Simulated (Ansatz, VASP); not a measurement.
Sr in VASP and in Ansatz

```
Sr
1.0
     4.24097    0.00000    0.00000
    -2.12048    3.67278    0.00000
     0.00000    0.00000    6.95171
Sr
2
Direct
  0.33333 0.66667 0.25000
  0.66667 0.33333 0.75000
```

Change from the starting cell: volume scaled by 0.98.

Alike in both runs: task single point; functional PBE; k mesh 11 × 11 × 6; occupations fermi-dirac, width 0.08 eV; no spin polarisation.

```csv
,VASP,Ansatz
version,VASP 6.6.1,Ansatz 0.2.0
potentials or method,"VASP PAW PBE potentials, release 64 (Sr_sv), cutoff 520 eV","all-electron LAPW, scalar-relativistic"
```

```csv
,VASP,Ansatz,Ansatz less VASP
pressure (GPa),0.3,0.3,-0.01
```

Ansatz ran all-electron here, so the differences hold the error of VASP's frozen core and of both bases.
